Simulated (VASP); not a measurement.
# NaI (wurtzite): one LDA single-point calculation in two programs

```
CELL_PARAMETERS angstrom
5.41648 0.00000 0.00000
-2.70824 4.69081 0.00000
0.00000 0.00000 6.45917
ATOMIC_POSITIONS crystal
Na 0.33333 0.66667 0.93745
Na 0.66667 0.33333 0.43745
I 0.33333 0.66667 0.43755
I 0.66667 0.33333 0.93755
```

Datasets and cutoffs are each program's own. VASP's cell holds 28 valence electrons and Ansatz's 52. LDA means the Perdew–Zunger form with relativistic exchange in VASP and the Perdew–Wang form in Ansatz. Ansatz's stress includes a Pulay correction; VASP's doesn't.

Cutoffs: 520 eV in VASP, 420 eV in Ansatz. k meshes: 6×6×4 and 6×6×4.

```json
{"": "gap between bands v and c", "VASP": "3.25 eV", "Ansatz": "3.25 eV"}
{"": "least direct gap", "VASP": "3.25 eV", "Ansatz": "3.25 eV"}
{"": "pressure", "VASP": "-1.1 GPa", "Ansatz": "-1.1 GPa"}
```

Band v is the last that the valence electrons fill when counted band by band, and c is the next. Levels in eV from the top of v, Ansatz:

```csv
point,v−1,v,c,c+1
Γ,-0.37,0.00,3.25,4.49
M,-0.65,-0.30,4.81,5.21
K,-0.92,-0.44,5.69,5.79
A,-0.66,-0.66,4.84,4.84
L,-0.30,-0.30,5.12,5.12
H,-0.13,-0.13,6.05,6.05
```

VASP:

```json
{"point": "Γ", "v−1": "-0.37", "v": "0.00", "c": "3.25", "c+1": "4.48"}
{"point": "M", "v−1": "-0.65", "v": "-0.30", "c": "4.80", "c+1": "5.21"}
{"point": "K", "v−1": "-0.93", "v": "-0.44", "c": "5.67", "c+1": "5.78"}
{"point": "A", "v−1": "-0.66", "v": "-0.66", "c": "4.84", "c+1": "4.84"}
{"point": "L", "v−1": "-0.30", "v": "-0.30", "c": "5.11", "c+1": "5.11"}
{"point": "H", "v−1": "-0.13", "v": "-0.13", "c": "6.05", "c+1": "6.05"}
```
